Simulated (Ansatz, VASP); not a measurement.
HgTe in VASP and in Ansatz

```
Hg Te
1.0
    -3.14985    3.14985    1.51922
     3.14985   -3.14985    1.51922
     3.14985    3.14985   -1.51922
Hg Te
1 1
Direct
  0.25000 0.75000 0.50000
  0.00000 0.00000 0.00000
```

Alike in both runs: task single point; functional PBE; k mesh 16 × 16 × 16; occupations gaussian, width 0.1 eV; no spin polarisation.

```csv
,VASP,Ansatz
version,VASP 6.6.1,Ansatz 0.2.0
potentials or method,"VASP PAW PBE potentials, release 64 (Hg, Te)","scalar-relativistic, plane waves, PAW"
plane-wave cutoff (eV),520,420
valence electrons in the cell,18,36
```

|  | VASP | Ansatz | Ansatz less VASP |
| --- | --- | --- | --- |
| gap on the k mesh at the Fermi level (eV) | none | none | - |
| pressure (GPa) | -1.0 | -1.0 | -0.05 |
| largest component of the traceless stress (GPa) | 0.86 | 0.83 | -0.025 |

A gap of «none» marks a metal or a gap that the smearing closes. The functional is the same, so the differences come from potentials, cutoffs and numerics. The two sets of potentials don't hold the same shells in valence.

Spin-orbit coupling is left out, which matters for the levels of Hg, Te.
